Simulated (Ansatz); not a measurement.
# Eu: the cost of one run

Program: Ansatz 0.2.0. Level of theory: DFT PBE+U (U_eff = 6 eV on Eu 4f), scalar-relativistic, plane waves, PAW. These are calculated values, not measurements.

## (1) Starting point

The structure is cubic, space group Im-3m (No. 229). Conventional cell: a = 4.606 Å, b = 4.606 Å, c = 4.606 Å, α = 90.00°, β = 90.00°, γ = 90.00°. Eu (site symmetry m-3m) has 8 Eu at 3.99 Å as nearest neighbours.

Coordinates:

```cif
data_structure
_symmetry_space_group_name_H-M 'P 1'
_symmetry_Int_Tables_number 1
_cell_length_a 3.9889
_cell_length_b 3.9889
_cell_length_c 3.9889
_cell_angle_alpha 109.471
_cell_angle_beta 109.471
_cell_angle_gamma 109.471
_cell_volume 48.86
loop_
_atom_site_label
_atom_site_type_symbol
_atom_site_fract_x
_atom_site_fract_y
_atom_site_fract_z
_atom_site_occupancy
Eu1 Eu 0.00000 0.00000 0.00000 1
```

The moments start at Eu 7.00 μB.

## (2) First run, at the start cell

Input file input.yaml:

```yaml
crystal:
  lattice:
    - [-2.303, 2.303, 2.303]
    - [2.303, -2.303, 2.303]
    - [2.303, 2.303, -2.303]
  atoms:
    - { symbol: Eu, position: [0.0, 0.0, 0.0], spin: 7.0 }
basis:
  ecutwfc: 420
  ecutrho_ratio: 4
kpoints:
  mp_grid: { grid: [4, 4, 4] }
hamiltonian:
  xc: pbe
  hubbard: { sites: [{ species: Eu, l: f, u_eff: 6.0 }] }
scf:
  occupations: { method: gaussian, width: 0.05 }
output:
  forces: true
  stress: true
  eigenvalues: true
  populations: true
  hubbard: { sites: [{ species: Eu, l: f }] }
magnetization:
  spin_polarized: true
```

Command:

```bash
> ansatz run input.yaml --threads 4 --pin off --max-ram 10240MiB --backend cpu --events-out ev --progress --plain --runs-dir out
```

**Question.** How long does this run take on 4 threads of Intel Xeon Platinum 8488C (Sapphire Rapids), shared host, and how much memory does it need?

About 1.6 s, with a peak of 0.37 GiB.
